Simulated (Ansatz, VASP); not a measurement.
**CdSe: VASP beside Ansatz**

```
Cd Se
1.0
     4.38432    0.00000    0.00000
    -2.19216    3.79693    0.00000
     0.00000    0.00000    7.15409
Cd Se
2 2
Direct
  0.66667 0.33333 0.50003
  0.33333 0.66667 0.00003
  0.66667 0.33333 0.87583
  0.33333 0.66667 0.37583
```

Alike in both runs: functional PBE; k mesh 12 × 12 × 6; occupations gaussian, width 0.02 eV; no spin polarisation.

Ansatz relaxed the structure, and its values are those at the end. VASP's run is a single point on that final structure, the one shown.

|  | VASP | Ansatz |
| --- | --- | --- |
| version | VASP 6.6.1 | Ansatz 0.2.0 |
| potentials or method | VASP PAW PBE potentials, release 64 (Cd, Se) | scalar-relativistic, plane waves, PAW |
| plane-wave cutoff (eV) | 520 | 420 |
| valence electrons in the cell | 36 | 72 |

VASP gave:

* gap on the k mesh at the Fermi level (eV): 0.54
* least direct gap on the mesh (eV): 0.54
* pressure (GPa): 0.2

Q: Estimate Ansatz's values.

A: gap on the k mesh at the Fermi level (eV): 0.54; least direct gap on the mesh (eV): 0.54; pressure (GPa): 0.0.

The two sets of potentials don't hold the same shells in valence.

As with any semilocal functional, this PBE gap is likely too small.
